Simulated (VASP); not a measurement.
# PbS (Galena): band structure with SCAN

Crystal: PbS (Galena).

```
Pb S
1.0
     0.00000    2.96575    2.96575
     2.96575    0.00000    2.96575
     2.96575    2.96575    0.00000
Pb S
1 1
Direct
  0.00000 0.00000 0.00000
  0.50000 0.50000 0.50000
```

```json
{
  "Program": "VASP 6.6.1",
  "Task": "band structure",
  "Functional": "SCAN",
  "Potentials or basis": "VASP PAW PBE potentials, release 64 (Pb_d, S)",
  "Cutoff": "520 eV",
  "k mesh": "8 × 8 × 8",
  "Occupations": "fermi-dirac, width 0.05 eV",
  "Spin": "no spin polarisation",
  "Further INCAR settings": "ALGO = Normal; EDIFF = 1e-06"
}
```

```json
{
 "Pressure": "0.7 GPa",
 "Band gap on the k mesh": "0.58 eV, direct",
 "Band gap along the path": "0.58 eV, direct"
}
```

Levels at the corners of the path, in eV from the valence-band top:
| point | band 7 | band 8 | band 9 | band 10 | band 11 | band 12 | band 13 | band 14 |
| --- | --- | --- | --- | --- | --- | --- | --- | --- |
| Γ | -6.26 | -2.29 | -2.29 | -2.29 | 5.31 | 5.31 | 5.31 | 7.31 |
| X | -7.55 | -5.35 | -3.58 | -3.58 | 4.32 | 5.90 | 5.90 | 5.91 |
| X | -7.55 | -5.35 | -3.58 | -3.58 | 4.32 | 5.90 | 5.90 | 5.91 |
| W | -8.32 | -4.56 | -4.56 | -1.07 | 2.32 | 5.00 | 5.00 | 8.61 |
| W | -8.32 | -4.56 | -4.56 | -1.07 | 2.32 | 5.00 | 5.00 | 8.61 |
| K | -8.35 | -4.92 | -3.06 | -2.57 | 3.59 | 4.29 | 5.37 | 6.67 |
| K | -8.35 | -4.92 | -3.06 | -2.57 | 3.59 | 4.29 | 5.37 | 6.67 |
| Γ | -6.26 | -2.29 | -2.29 | -2.29 | 5.31 | 5.31 | 5.31 | 7.31 |
| Γ | -6.26 | -2.29 | -2.29 | -2.29 | 5.31 | 5.31 | 5.31 | 7.31 |
| L | -9.23 | -1.85 | -1.85 | 0.00 | 0.58 | 2.05 | 2.05 | 9.29 |
| L | -9.23 | -1.85 | -1.85 | 0.00 | 0.58 | 2.05 | 2.05 | 9.29 |
| U | -8.35 | -4.92 | -3.06 | -2.57 | 3.59 | 4.29 | 5.37 | 6.67 |
| U | -8.35 | -4.92 | -3.06 | -2.57 | 3.59 | 4.29 | 5.37 | 6.67 |
| W | -8.32 | -4.56 | -4.56 | -1.07 | 2.32 | 5.00 | 5.00 | 8.61 |
| W | -8.32 | -4.56 | -4.56 | -1.07 | 2.32 | 5.00 | 5.00 | 8.61 |
| L | -9.23 | -1.85 | -1.85 | 0.00 | 0.58 | 2.05 | 2.05 | 9.29 |
| L | -9.23 | -1.85 | -1.85 | 0.00 | 0.58 | 2.05 | 2.05 | 9.29 |
| K | -8.35 | -4.92 | -3.06 | -2.57 | 3.59 | 4.29 | 5.37 | 6.67 |
| U | -8.35 | -4.92 | -3.06 | -2.57 | 3.59 | 4.29 | 5.37 | 6.67 |
| X | -7.55 | -5.35 | -3.58 | -3.58 | 4.32 | 5.90 | 5.90 | 5.91 |

It took 2.5 min on 1 thread of Intel(R) Xeon(R) Platinum 8488C (Sapphire Rapids) (shared host), peak memory 0.18 GiB.

Caveat: the PAW data sets were made with another functional, which shifts forces and pressure a little; spin-orbit coupling is left out, which as a rule narrows the gap of such compounds by several tenths of an eV.
